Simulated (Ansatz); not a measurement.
# AlN: equation of state with PBE

Crystal: AlN.

```
CELL_PARAMETERS angstrom
3.11300 0.00000 0.00000
-1.55650 2.69594 0.00000
0.00000 0.00000 4.98100
ATOMIC_POSITIONS crystal
Al 0.66667 0.33333 0.50000
Al 0.33333 0.66667 0.00000
N 0.66667 0.33333 0.88000
N 0.33333 0.66667 0.38000
```

```json
{
 "Program": "Ansatz 0.2.0",
 "Task": "equation of state",
 "Functional": "PBE",
 "Potentials or basis": "JTH PAW",
 "Cutoff": "1320 eV",
 "Density cutoff": "5280 eV",
 "k mesh": "10 × 10 × 6",
 "Occupations": "fermi-dirac, width 0.05 eV",
 "Spin": "no spin polarisation"
}
```

- Equilibrium volume: 10.67 Å³/atom
- Bulk modulus at fixed shape and positions: 195 GPa
- Pressure derivative of the bulk modulus: 3.9

Energy against volume, from the lowest point:
```csv
volume (Å³/atom),energy (meV/atom)
9.824,46.47
10.033,25.41
10.242,11.05
10.451,2.77
10.660,0.00
10.869,2.24
11.078,9.01
```

All runs of the series together: 40 s on 2 threads of Arm Neoverse V2, with other jobs on the host.

Caveat: the cell was scaled at fixed shape and fractional positions, which overstates the stiffness of a crystal with free parameters, most of all of layers and chains.
